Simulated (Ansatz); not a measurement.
This is a relaxation of cell and atoms with Ansatz 0.2.0 on MoTe₂ built on the 2H-MoS2 prototype; the level of theory is PBE-D3(BJ). The starting cell was estimated from covalent radii.

```yaml
crystal:
  lattice:
    - [3.96064994, 0.0, 0.0]
    - [-1.98032497, 3.4300234635, 0.0]
    - [0.0, 0.0, 13.80018256]
  atoms:
    - { symbol: Mo, position: [0.3333333333, 0.6666666667, 0.25] }
    - { symbol: Mo, position: [0.6666666667, 0.3333333333, 0.75] }
    - { symbol: Te, position: [0.6666666667, 0.3333333333, 0.3901101494] }
    - { symbol: Te, position: [0.6666666667, 0.3333333333, 0.1098898506] }
    - { symbol: Te, position: [0.3333333333, 0.6666666667, 0.8901101494] }
    - { symbol: Te, position: [0.3333333333, 0.6666666667, 0.6098898506] }
kpoints:
  mp_grid: { grid: [6, 6, 2] }
hamiltonian:
  xc: pbe
  dispersion: d3bj
scf:
  occupations: { method: fermi_dirac, width: 0.02 }
relax:
  f_tol: 0.005
  cell: {}
```

The trajectory has 9 recorded frames, each with positions in Å and forces in eV/Å. The last, and any step after a large change of cell, is solved on a basis re-selected at its cell; pressure is positive in compression.

Step 1: energy 0.0 meV/atom from step 1, largest force component 2.308 eV/Å, pressure -16.09 GPa
```xyz
6
Lattice="3.9606 0.0000 0.0000 -1.9803 3.4300 0.0000 0.0000 0.0000 13.8002" Properties=species:S:1:pos:R:3:forces:R:3 pbc="T T T"
Mo    0.0000    2.2867    3.4500    0.0000    0.0000    0.0000
Mo    1.9803    1.1433   10.3501    0.0000    0.0000    0.0000
Te    1.9803    1.1433    5.3836    0.0000    0.0000   -2.3082
Te    1.9803    1.1433    1.5165    0.0000    0.0000    2.3082
Te    0.0000    2.2867   12.2837    0.0000    0.0000   -2.3082
Te    0.0000    2.2867    8.4166    0.0000    0.0000    2.3082
```

Step 2: energy -380.6 meV/atom from step 1, largest force component 0.180 eV/Å, pressure -3.87 GPa
```xyz
6
Lattice="3.7676 0.0000 0.0000 -1.8838 3.2629 0.0000 0.0000 0.0000 13.2958" Properties=species:S:1:pos:R:3:forces:R:3 pbc="T T T"
Mo    0.0000    2.1753    3.3240    0.0000    0.0000    0.0000
Mo    1.8838    1.0876    9.9719    0.0000    0.0000    0.0000
Te    1.8838    1.0876    5.0396    0.0000    0.0000    0.1803
Te    1.8838    1.0876    1.6083    0.0000    0.0000   -0.1803
Te    0.0000    2.1753   11.6875    0.0000    0.0000    0.1803
Te    0.0000    2.1753    8.2563    0.0000    0.0000   -0.1803
```

Step 3: energy -485.6 meV/atom from step 1, largest force component 0.358 eV/Å, pressure -2.83 GPa
```xyz
6
Lattice="3.5707 0.0000 0.0000 -1.7854 3.0923 0.0000 0.0000 0.0000 13.3456" Properties=species:S:1:pos:R:3:forces:R:3 pbc="T T T"
Mo    0.0000    2.0616    3.3364    0.0000    0.0000    0.0000
Mo    1.7854    1.0308   10.0092    0.0000    0.0000    0.0000
Te    1.7854    1.0308    5.1454    0.0000    0.0000   -0.3582
Te    1.7854    1.0308    1.5274    0.0000    0.0000    0.3582
Te    0.0000    2.0616   11.8182    0.0000    0.0000   -0.3582
Te    0.0000    2.0616    8.2002    0.0000    0.0000    0.3582
```

Step 4 (rejected): energy -468.4 meV/atom from step 1, largest force component 0.380 eV/Å, pressure +5.58 GPa
```xyz
6
Lattice="3.3811 0.0000 0.0000 -1.6906 2.9281 0.0000 0.0000 0.0000 13.9485" Properties=species:S:1:pos:R:3:forces:R:3 pbc="T T T"
Mo    0.0000    1.9521    3.4871    0.0000    0.0000    0.0000
Mo    1.6906    0.9760   10.4614    0.0000    0.0000    0.0000
Te    1.6906    0.9760    5.3257    0.0000    0.0000    0.3800
Te    1.6906    0.9760    1.6485    0.0000    0.0000   -0.3800
Te    0.0000    1.9521   12.3000    0.0000    0.0000    0.3800
Te    0.0000    1.9521    8.6228    0.0000    0.0000   -0.3800
```

Step 5: energy -499.6 meV/atom from step 1, largest force component 0.020 eV/Å, pressure -0.48 GPa
```xyz
6
Lattice="3.5103 0.0000 0.0000 -1.7552 3.0400 0.0000 0.0000 0.0000 13.6684" Properties=species:S:1:pos:R:3:forces:R:3 pbc="T T T"
Mo    0.0000    2.0267    3.4171    0.0000    0.0000    0.0000
Mo    1.7552    1.0133   10.2513    0.0000    0.0000    0.0000
Te    1.7552    1.0133    5.2304    0.0000    0.0000   -0.0201
Te    1.7552    1.0133    1.6038    0.0000    0.0000    0.0201
Te    0.0000    2.0267   12.0647    0.0000    0.0000   -0.0201
Te    0.0000    2.0267    8.4380    0.0000    0.0000    0.0201
```

Step 6: energy -499.9 meV/atom from step 1, largest force component 0.000 eV/Å, pressure +0.08 GPa
```xyz
6
Lattice="3.4957 0.0000 0.0000 -1.7479 3.0274 0.0000 0.0000 0.0000 13.6769" Properties=species:S:1:pos:R:3:forces:R:3 pbc="T T T"
Mo    0.0000    2.0183    3.4192    0.0000    0.0000    0.0000
Mo    1.7479    1.0091   10.2577    0.0000    0.0000    0.0000
Te    1.7479    1.0091    5.2363    0.0000    0.0000    0.0004
Te    1.7479    1.0091    1.6021    0.0000    0.0000   -0.0004
Te    0.0000    2.0183   12.0748    0.0000    0.0000    0.0004
Te    0.0000    2.0183    8.4406    0.0000    0.0000   -0.0004
```

Step 7: energy -499.9 meV/atom from step 1, largest force component 0.008 eV/Å, pressure -0.03 GPa
```xyz
6
Lattice="3.4969 0.0000 0.0000 -1.7485 3.0284 0.0000 0.0000 0.0000 13.6921" Properties=species:S:1:pos:R:3:forces:R:3 pbc="T T T"
Mo    0.0000    2.0189    3.4230    0.0000    0.0000    0.0000
Mo    1.7484    1.0095   10.2691    0.0000    0.0000    0.0000
Te    1.7484    1.0095    5.2406    0.0000    0.0000   -0.0081
Te    1.7484    1.0095    1.6054    0.0000    0.0000    0.0081
Te    0.0000    2.0189   12.0867    0.0000    0.0000   -0.0081
Te    0.0000    2.0189    8.4515    0.0000    0.0000    0.0081
```

Step 8: energy -499.9 meV/atom from step 1, largest force component 0.000 eV/Å, pressure 0.00 GPa
```xyz
6
Lattice="3.4975 0.0000 0.0000 -1.7488 3.0290 0.0000 0.0000 0.0000 13.6837" Properties=species:S:1:pos:R:3:forces:R:3 pbc="T T T"
Mo    0.0000    2.0193    3.4209    0.0000    0.0000    0.0000
Mo    1.7488    1.0097   10.2628    0.0000    0.0000    0.0000
Te    1.7488    1.0097    5.2376    0.0000    0.0000   -0.0002
Te    1.7488    1.0097    1.6043    0.0000    0.0000    0.0002
Te    0.0000    2.0193   12.0794    0.0000    0.0000   -0.0002
Te    0.0000    2.0193    8.4461    0.0000    0.0000    0.0002
```

Step 9: energy -499.1 meV/atom from step 1, largest force component 0.001 eV/Å, pressure -0.01 GPa
```xyz
6
Lattice="3.4975 0.0000 0.0000 -1.7488 3.0290 0.0000 0.0000 0.0000 13.6837" Properties=species:S:1:pos:R:3:forces:R:3 pbc="T T T"
Mo    0.0000    2.0193    3.4209    0.0000    0.0000    0.0000
Mo    1.7488    1.0097   10.2628    0.0000    0.0000    0.0000
Te    1.7488    1.0097    5.2376    0.0000    0.0000    0.0006
Te    1.7488    1.0097    1.6043    0.0000    0.0000   -0.0006
Te    0.0000    2.0193   12.0794    0.0000    0.0000    0.0006
Te    0.0000    2.0193    8.4461    0.0000    0.0000   -0.0006
```

In 8 steps the volume changed by -22.7 %; between the first SCF and the last, each on a basis chosen for its cell, the energy fell by 499 meV an atom. At the end: it is hexagonal, P6_3/mmc (No. 194); a = 3.498 Å, c = 13.684 Å in the conventional setting, 24.16 Å³ an atom. Around Mo lie 6 Te at 2.72 Å; around Te lie 3 Mo at 2.72 Å.

Command: `ansatz run input.yaml --threads 2 --pin off --max-ram 29491MiB --backend cpu --events-out ev --progress --plain --runs-dir out`.

Q: It ran on 2 threads of AMD EPYC 7R13 Processor (Zen 3), with other jobs on the host, load about 1.4 per core. About how long did it take, and how much host memory at the peak?

A: About 31 s, with a peak of 0.68 GiB.

No spin polarisation and no zero-point or thermal motion.
